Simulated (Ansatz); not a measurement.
Input of an Ansatz 0.2.0 run:

The input input.yaml:

```yaml
crystal:
  lattice:
    - [0.0, 1.95, 1.95]
    - [1.95, 0.0, 1.95]
    - [1.95, 1.95, 0.0]
  atoms:
    - { symbol: Tc, position: [0.0, 0.0, 0.0] }
kpoints:
  mp_grid: { grid: [12, 12, 12] }
scf:
  occupations: { method: fermi_dirac, width: 0.05 }
hamiltonian:
  xc: pbe
  dispersion: d3bj
  pseudopotentials: { kind: all_electron, lapw: { basis_error: 0.001 } }
output:
  forces: true
  stress: true
relax:
  f_tol: 0.005
  max_steps: 60
  cell: {}
```

Potentials or basis: all-electron LAPW, scalar-relativistic.

Command:

```bash
$ ansatz run input.yaml --threads 1 --pin off --max-ram 3072MiB --backend cpu --events-out ev --progress --plain --runs-dir out
```

Question: What does it give for the space group after relaxing (to 0.05 Å)?

Answer: Fm-3m (No. 225).

Question: What does it give for the relaxed volume?

Answer: 14.16 Å³/atom.

Question: Estimate the relaxed cell.

Answer: a = 2.716 Å, b = 2.716 Å, c = 2.716 Å, α = 60.00°, β = 60.00°, γ = 60.00°.

The path:
```tsv
step	energy change (eV)	largest force (eV/Å)	volume (Å³)
1	0.0000	0.0000	14.83
2	-0.0282	0.0000	14.24
3	-0.0287	0.0000	14.15
4	-0.0287	0.0000	14.16
5	-0.0287	0.0000	14.16
```
